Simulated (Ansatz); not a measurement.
## KBr

Level of theory: DFT, PBEsol, scalar-relativistic, no spin polarisation; plane waves to 420 eV with PAW datasets (Ansatz 0.2.0), 8×8×8 k-mesh, Gaussian smearing of 0.05 eV. The datasets are Ansatz's generated set soft_2.

```yaml
crystal:
  lattice:
    - [0.00000, 3.27502, 3.27502]
    - [3.27502, 0.00000, 3.27502]
    - [3.27502, 3.27502, 0.00000]
  atoms:
    - { symbol: K, position: [0.00000, 0.00000, 0.00000] }
    - { symbol: Br, position: [0.50000, 0.50000, 0.50000] }
```

The chain of runs began from a cell as deposited in COD, expanded in volume. Of that entry: the entry's cell lengths or inner coordinates differ somewhat from later room-temperature determinations.

Path: Γ–X–U | K–Γ–L–W–X, with Γ = (0.000, 0.000, 0.000), X = (0.500, 0.000, 0.500), U = (0.625, 0.250, 0.625), K = (0.375, 0.375, 0.750), L = (0.500, 0.500, 0.500), W = (0.500, 0.250, 0.750) in reciprocal vectors of the calculation's cell.

Q: Is it a metal or an insulator, and if it has a gap, where are the band edges on this path?

A: An insulator with a gap of 4.34 eV on the path, the valence band topping at Γ and the conduction band bottoming at Γ; the smallest direct gap is 4.34 eV.

Bands as a text map, energy in eV from the Fermi level (dashes), each leg drawn with the same width:
```
  4.71 |  *   *         ***               **     *      
  4.32 |   * *       ***             *****        *     
  3.93 |    **     **      *        *              **   
  3.54 |   *  *****                *                 ***
  3.14 |                    *                           
  2.75 |  *                  *    *                     
  2.36 |**                    ****                      
  1.96 |                                                
  1.57 |                                                
  1.18 |                                                
  0.79 |                                                
  0.39 |                                                
  0.00 |------------------------------------------------
 -0.39 |                                                
 -0.79 |                                                
 -1.18 |                                                
 -1.57 |                                                
 -1.96 |                                                
 -2.36 |***********************************         ****
 -2.75 |  **      ********* *     **     ***********    
 -3.14 |    *********   ****        **    ***      *****
 -3.54 |                              ****              
 -3.93 |                                                
 -4.32 |                                                
 -4.71 |                                                
 -5.11 |                                                
 -5.50 |                                                
 -5.89 |                                                
        Γ      X      UK       Γ       L       W       X
```

Formal charges K⁺, Br⁻ balance and leave closed shells on every ion, so a band insulator is expected, and the gap is 4.34 eV.

Within 0.6 eV of the edges the projected states are 99 % Br 4p at the top of the valence band and 75 % K 4s at the bottom of the conduction band. Crossing the gap moves an electron from the anion's filled p shell to the metal's empty orbitals, as in ionic insulators.

Semilocal functionals underestimate band gaps, commonly by a third or more.
